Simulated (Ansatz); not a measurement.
Input of an Ansatz 0.2.0 run:

The input input.yaml:

```yaml
crystal:
  lattice:
    - [4.15, 0.0, 0.0]
    - [-2.075, 3.5940054257, 0.0]
    - [0.0, 0.0, 6.737]
  atoms:
    - { symbol: Cd, position: [0.6666666667, 0.3333333333, 0.5], spin: 0.501, spin_axis: [0.57735, 0.57735, 0.57735] }
    - { symbol: Cd, position: [0.3333333333, 0.6666666667, 0.0], spin: 0.501, spin_axis: [0.57735, 0.57735, 0.57735] }
    - { symbol: S, position: [0.6666666667, 0.3333333333, 0.875] }
    - { symbol: S, position: [0.3333333333, 0.6666666667, 0.375] }
kpoints:
  mp_grid: { grid: [5, 5, 3] }
scf:
  occupations: { method: methfessel_paxton, width: 0.15 }
hamiltonian:
  xc: { exchange: pbe, correlation: lyp }
  pseudopotentials:
    kind: all_electron
    lapw: { basis_error: 0.0005 }
    nuclear_model: point
magnetization:
  noncollinear: true
output:
  forces: true
  stress: true
  eigenvalues: true
  dos: { projected: false, de: 0.1, e_range: [-14, 10] }
```

Potentials or basis: all-electron LAPW, point nuclei.

The run is started by

```console
$ ansatz run input.yaml --threads 2 --pin off --max-ram 6144MiB --backend cpu --events-out ev --progress --plain --runs-dir out
```

Predict the pressure.

5.4 GPa.

What does it give for the net moment?

0.00 μB per cell.

What does it give for the band gap on the k mesh?

1.13 eV, direct.

Stress tensor (GPa, compression positive):
```
5.09 0.00 0.00
0.00 5.09 0.00
0.00 0.00 5.87
```

Caveat: the program listed the state as in doubt; the starting moments weren't kept.

**Measured values to compare with.**

“Isotope dependence of band-gap energy”, 2008, arxiv:0807.2152 quotes, for a bulk crystal of CdS: band gap 2.5809 ± 0.0002 eV.

A measured gap of CdS is 2.5809 eV (quoted in “Isotope dependence of band-gap energy”, 2008, arxiv:0807.2152); the calculated 1.13 eV misses it by -1.45 eV. So large a miss can be the level of theory's own, or it may mean another phase, state or a wrong row. Spin-orbit coupling on Cd is left out. The value is that of PBE-LYP, without temperature or zero-point motion.
